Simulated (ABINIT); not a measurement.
I, 4 atoms in the cell. The structure is orthorhombic, space group Cmce (No. 64). Conventional cell: a = 7.270 Å, b = 4.790 Å, c = 9.793 Å, α = 90.00°, β = 90.00°, γ = 90.00°. I (site symmetry m) is surrounded by 1 I at 2.68 Å. 

```yaml
Program: ABINIT 10.8.3 (patched build)
Task: effective masses
Functional: LDA
Potentials_or_basis: PseudoDojo NC SR LDA v0.4.1 standard
Cutoff: 707 eV
k_mesh: 5 × 5 × 2
Occupations: fixed
Spin: no spin polarisation
k_points_of_the_masses: "[[0.0, 0.0, 0.0], [0.4, 0.4, 0.0]]"
Bands_of_the_masses: "[[14, 14], [15, 15]]"
```

Potentials or basis: PseudoDojo NC SR LDA v0.4.1 standard.

Launch:

```sh
$ abinit run.abi > log 2>&1
```

Hardware: 1 thread of Arm Neoverse V2 (shared host).

Estimate the wall time of this run.

Run time: 83 s on 1 thread of Arm Neoverse V2 (shared host), peak memory 0.57 GiB. Counts: scf iterations 39, mpi ranks 1, k points 18, bands 14, plane waves 7334.
